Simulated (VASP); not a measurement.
Runs of VASP 6.6.1 on C. Symmetry: P6_3/mmc, No. 194, hexagonal system. The conventional cell has a = 2.522 Å, b = 2.522 Å, c = 12.356 Å, α = 90.00°, β = 90.00°, γ = 120.00°. C (site symmetry 3m) has 4 C at 1.54 Å as nearest neighbours. Around C (site symmetry 3m) lie 4 C at 1.54 Å. C (site symmetry 3m) has 4 C at 1.54 Å as nearest neighbours. This is a hexagonal form of diamond, not graphite.

```tsv
task	level	cell	cutoff (eV)	smearing	gap on the mesh (eV)	pressure (GPa)	relaxed volume (Å³/atom)	largest force (eV/Å)
relaxation of cell and atoms	BLYP+D3(BJ)	relaxed	600	fermi-dirac 0.05 eV	4.74	0.1	5.69	0.01
band structure	r2SCAN	as given	520	fermi-dirac 0.05 eV	4.57	-1.0	-	0.34
band structure	rSCAN	as given	520	fermi-dirac 0.05 eV	4.60	-3.1	-	0.34
single point	PBE	as given	520	gaussian 0.012 eV	4.38	2.7	-	0.33
band structure	SCAN	as given	520	fermi-dirac 0.05 eV	(a)	-3.9	-	0.34
band structure	TPSS	as given	520	fermi-dirac 0.05 eV	4.41	(b)	-	0.34
relaxation of cell and atoms	BLYP+D4	relaxed	600	fermi-dirac 0.05 eV	4.75	-0.1	5.68	0.01
relaxation of cell and atoms	BLYP+D3	relaxed	600	fermi-dirac 0.05 eV	4.71	0.0	5.76	0.01
```

Alike in all rows: potentials or basis VASP PAW PBE potentials, release 64 (C); no spin polarisation; k mesh 12 × 12 × 3.

Fill in the values left out.

(a) 4.78; (b) 2.1.

Caveats: the PAW data sets were made with another functional, which shifts forces and pressure a little (some runs); an odd mesh through Γ misses points on the zone boundary, where band edges often lie (some runs).

Not every run made on this cell is shown here.
